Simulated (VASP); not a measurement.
CdSe in VASP 6.6.1, single-point calculation

INCAR

```
NELM = 120
ISMEAR = -1
PREC = Accurate
ENCUT = 520
LREAL = .TRUE.
LCHARG = .FALSE.
NBANDS = 16
SIGMA = 0.02
NSW = 0
ISIF = 2
LASPH = .TRUE.
EDIFF = 1E-7
IBRION = -1
LWAVE = .FALSE.
GGA = PE
```

KPOINTS

```
KPOINTS created by Atomic Simulation Environment
0
Gamma
3 3 3
0 0 0
```

POSCAR

```
Cd Se
 1.0000000000000000
    -0.0779848093000000    3.0511517754000002    3.0511517754000002
     3.0511517754000002   -0.0779848093000000    3.0511517754000002
     3.0511517754000002    3.0511517754000002   -0.0779848093000000
 Cd  Se
   1   1
Cartesian
 -0.0156851415441097 -0.0156851415441097 -0.0156851415441097
  1.5217648269191097  1.5217648269191097  1.5217648269191097
```

The recommended PBE PAW datasets give the neutral cell 18 valence electrons.

Command

```
mpirun -np 1 vasp_std
```

OSZICAR

```
N       E                     dE             d eps       ncg     rms          rms(c)
DAV:   1     0.921649596420E+02    0.92165E+02   -0.89966E+03   208   0.100E+03
DAV:   2    -0.223305799055E+01   -0.94398E+02   -0.89964E+02   248   0.231E+02
DAV:   3    -0.571620279886E+01   -0.34831E+01   -0.34789E+01   224   0.452E+01
DAV:   4    -0.573163158204E+01   -0.15429E-01   -0.15428E-01   240   0.300E+00
DAV:   5    -0.573173927709E+01   -0.10770E-03   -0.10769E-03   224   0.218E-01    0.585E+00
DAV:   6    -0.531183998902E+01    0.41990E+00   -0.61774E-01   280   0.886E+00    0.476E+00
DAV:   7    -0.528398110245E+01    0.27859E-01   -0.18273E-01   208   0.275E+00    0.206E+00
DAV:   8    -0.528584657015E+01   -0.18655E-02   -0.15841E-02   200   0.149E+00    0.277E-01
DAV:   9    -0.528625045805E+01   -0.40389E-03   -0.16479E-03   232   0.501E-01    0.545E-02
DAV:  10    -0.528637737101E+01   -0.12691E-03   -0.19984E-04   232   0.162E-01    0.507E-02
DAV:  11    -0.528645431168E+01   -0.76941E-04   -0.12097E-04   224   0.674E-02    0.182E-02
DAV:  12    -0.528645355932E+01    0.75237E-06   -0.35552E-06   200   0.208E-02    0.664E-03
DAV:  13    -0.528645444629E+01   -0.88697E-06   -0.20798E-06   232   0.751E-03    0.300E-03
DAV:  14    -0.528645443644E+01    0.98505E-08   -0.89946E-08   192   0.195E-03
   1 F= -.52864544E+01 E0= -.52864532E+01  d E =-.246113E-05
```

From OUTCAR

```
k-points           NKPTS =      6   k-points in BZ     NKDIM =      6   number of bands    NBANDS=     16

   NELECT =      18.0000    total number of electrons

   dimension x,y,z NGX =    32 NGY =   32 NGZ =   32
   dimension x,y,z NGXF=    64 NGYF=   64 NGZF=   64

  energy-cutoff  :      520.00
  volume of cell :       58.99
      direct lattice vectors                 reciprocal lattice vectors
    -0.077984809  3.051151775  3.051151775    -0.157720025  0.161856949  0.161856949
     3.051151775 -0.077984809  3.051151775     0.161856949 -0.157720025  0.161856949
     3.051151775  3.051151775 -0.077984809     0.161856949  0.161856949 -0.157720025

 k-points in reciprocal lattice and weights: KPOINTS created by Atomic Simulation Env
   0.00000000  0.00000000  0.00000000       0.037
   0.33333333 -0.00000000 -0.00000000       0.222
   0.33333333  0.33333333 -0.00000000       0.222
  -0.33333333  0.33333333  0.00000000       0.222
   0.33333333  0.33333333  0.33333333       0.074
  -0.33333333  0.33333333  0.33333333       0.222

 E-fermi :   0.9376

 k-point     1 :       0.0000    0.0000    0.0000
  band No.  band energies     occupation
      1     -11.6497      2.00000
      2      -7.2151      2.00000
      3      -7.2151      2.00000
      4      -7.2039      2.00000
      5      -6.8954      2.00000
      6      -6.8954      2.00000
      7       0.6158      2.00000
      8       0.6158      2.00000
      9       0.7488      1.99984
     10       1.1264      0.00016
     11       6.4070      0.00000
     12       6.4070      0.00000
     13       6.8211      0.00000
     14      10.2321      0.00000
     15      11.6047      0.00000
     16      11.6047      0.00000

 k-point     2 :       0.3333   -0.0000   -0.0000
  band No.  band energies     occupation
      1     -11.4032      2.00000
      2      -7.1471      2.00000
      3      -7.1449      2.00000
      4      -6.8913      2.00000
      5      -6.8862      2.00000
      6      -6.8628      2.00000
      7      -2.7380      2.00000
      8       0.0911      2.00000
      9       0.2323      2.00000
     10       3.0021      0.00000
     11       6.9720      0.00000
     12       7.0929      0.00000
     13       7.2709      0.00000
     14      10.4641      0.00000
     15      10.8589      0.00000
     16      11.3450      0.00000

 k-point     3 :       0.3333    0.3333   -0.0000
  band No.  band energies     occupation
      1     -11.3173      2.00000
      2      -7.0540      2.00000
      3      -7.0476      2.00000
      4      -7.0295      2.00000
      5      -6.8572      2.00000
      6      -6.7905      2.00000
      7      -2.5449      2.00000
      8      -0.7717      2.00000
      9      -0.5819      2.00000
     10       4.0550      0.00000
     11       4.5003      0.00000
     12       8.4763      0.00000
     13       9.0717      0.00000
     14       9.2237      0.00000
     15      12.4770      0.00000
     16      14.4095      0.00000

 ...

  Total        0.2584778      0.2584778      0.2584778      0.1779651      0.1779651      0.1779651
  in kB        7.0206415      7.0206415      7.0206415      4.8337972      4.8337972      4.8337972
  external PRESSURE =       7.0206415 kB  Pullay stress =       0.0000000 kB

 POSITION                                       TOTAL-FORCE (eV/Angst)
 -----------------------------------------------------------------------------------
      6.00863      6.00863      6.00863         0.025732      0.025732      0.025732
      1.52176      1.52176      1.52176        -0.025732     -0.025732     -0.025732
 -----------------------------------------------------------------------------------
    total drift:                                0.021334      0.021334      0.021334

  FREE ENERGIE OF THE ION-ELECTRON SYSTEM (eV)
  ---------------------------------------------------
  free  energy   TOTEN  =        -5.2864544364 eV

  energy  without entropy=       -5.2864519753  energy(sigma->0) =       -5.28645321
```

It converged. Results: gap between bands v and c on the k mesh 0.38 eV; least direct gap on the k mesh 0.38 eV; pressure 0.7 GPa; largest force 0.04 eV/Å. Band v is the last that the valence electrons fill when counted band by band, and c is the next.

These settings aren't sound, so the numbers aren't properties of the crystal.

On sound settings PBE gives a gap of 0.43 eV on its mesh and a pressure of 0.6 GPa for the intended cell.

The run took about 9.6 s on one core of a shared host (Intel Xeon Platinum 8488C) and held 0.17 GiB at most.
